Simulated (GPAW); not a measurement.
The system is Fe3Ge.

```
Ge Fe
1.0
     0.00000    2.87559    2.87559
     2.87559    0.00000    2.87559
     2.87559    2.87559    0.00000
Ge Fe
1 3
Direct
  0.00000 0.00000 0.00000
  0.75000 0.75000 0.75000
  0.25000 0.25000 0.25000
  0.50000 0.50000 0.50000
```

The cell comes from a database or a generator and needn't be the stable form of this composition.

- Program: GPAW 26.7.0
- Task: relaxation of cell and atoms
- Functional: PBEsol
- Dispersion: D3(BJ)
- Potentials or basis: PAW data sets generated in the run's folder for this functional
- Cutoff: 600 eV
- Basis: pw
- k mesh: 7 × 7 × 7
- Occupations: fermi-dirac, width 0.05 eV
- Spin: collinear spin, ferromagnetic start
- Starting moments: [0.0, 3.0, 3.0, 3.0] μB

At the start: pressure -13.9 GPa; volume 11.89 Å³/atom.

Question: Where does the relaxation end?

Answer: Over 5 steps the energy falls by 44.6 meV/atom and the volume is 11.03 Å³/atom (-7.2 %); space group Fm-3m (No. 225, to 0.05 Å); moment 5.05 μB per cell.

The path:
```csv
step,energy change (eV),largest force (eV/Å),pressure (GPa),volume (Å³)
1,0.0000,0.0000,-13.94,47.56
2,-0.0472,0.0000,-13.00,47.03
3,-0.0106,0.0000,18.82,41.24
4,-0.1774,0.0000,-1.50,44.38
5,-0.1783,0.0000,-0.10,44.13
```

Final structure:
```
Ge Fe
1.0
     0.00000    2.80472    2.80472
     2.80472    0.00000    2.80472
     2.80472    2.80472    0.00000
Ge Fe
1 3
Cartesian
  0.0000 0.0000 0.0000
  4.2071 4.2071 4.2071
  1.4024 1.4024 1.4024
  2.8047 2.8047 2.8047
```

Caveat: each step starts from the last one's moments, so a moment once lost doesn't come back; later steps reuse the first step's grids; pairwise dispersion overbinds metals, which lowers pressure and volume.
